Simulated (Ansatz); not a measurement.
Runs of Ansatz 0.2.0 on InP. Symmetry: F-43m, No. 216, cubic system. The conventional cell has a = 5.861 Å, b = 5.861 Å, c = 5.861 Å, α = 90.00°, β = 90.00°, γ = 90.00°. Around In (site symmetry -43m) lie 4 P at 2.54 Å. P (site symmetry -43m) has 4 In at 2.54 Å as nearest neighbours. 

| task | level | cell | k mesh | points for each segment of the path | mesh quality | gap on the mesh (eV) | pressure (GPa) | relaxed volume (Å³/atom) |
| --- | --- | --- | --- | --- | --- | --- | --- | --- |
| relaxation of cell and atoms | RPBE | relaxed | 8 × 8 × 8 | - | not flagged | 0.41 | 0.0 | (a) |
| relaxation of cell and atoms | RPBE+D4 | relaxed | 8 × 8 × 8 | - | not flagged | 0.78 | 0.0 | 25.50 |
| relaxation of cell and atoms | revPBE+D4 | relaxed | 8 × 8 × 8 | - | not flagged | 0.75 | 0.0 | 25.45 |
| relaxation of cell and atoms | RPBE+D3(BJ) | relaxed | 8 × 8 × 8 | - | not flagged | (c) | 0.0 | 23.31 |
| relaxation of cell and atoms | PBEsol+D3(BJ) | relaxed | 8 × 8 × 8 | - | not flagged | 0.72 | 0.0 | 24.70 |
| relaxation of cell and atoms | revPBE+D3(BJ) | relaxed | 8 × 8 × 8 | - | not flagged | 0.78 | 0.0 | 25.31 |
| band structure | HSEsol | as given | 4 × 4 × 4 | 4 | coarse | (b) | -0.2 | - |
| band structure | RPBE | as given | 8 × 8 × 8 | 14 | not flagged | 0.85 | 5.2 | - |

Alike in all rows: potentials or basis Ansatz PAW; no spin polarisation; cutoff (eV) 420; smearing fermi-dirac 0.05 eV.

Problem. Fill in the values left out.

Solution. (a) 27.26; (b) 1.42; (c) 1.27.

Caveats: some runs use coarse meshes; spin-orbit coupling is left out, which moves the levels of the heavy elements; the PAW data sets come from PBE, with cores solved anew for the run's functional, which leaves a small shift of forces and pressure; the plane-wave basis is chosen anew once the cell has moved, so the energies of steps on either side of that aren't comparable (some runs); the thresholds are loose for stress (some runs).

A k mesh can miss the band edges, and the runs leave out spin-orbit coupling on In.
